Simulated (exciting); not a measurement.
Crystal: CdTe.

```
Te Cd
1.0
     0.00000    3.20500    3.20500
     3.20500    0.00000    3.20500
     3.20500    3.20500    0.00000
Te Cd
1 1
Direct
  0.25000 0.25000 0.25000
  0.00000 0.00000 0.00000
```

Base run:

- Program: exciting (release sodium)
- Functional: LDA
- Potentials or basis: all-electron LAPW+lo, shipped species files, valence relativity iora*
- rgkmax: 9
- k mesh: 7 × 7 × 7
- Occupations: gaussian, width 0.05 eV
- Spin: no spin polarisation

Its results: band gap on the k mesh 0.61 eV, direct.

Problem. The run is repeated on the same cell with these changes: functional from LDA to PBE. What comes out?

Solution. Band gap on the k mesh 0.87 eV, direct.

Caveats: spin-orbit coupling is left out, which moves the levels of the heavy elements.

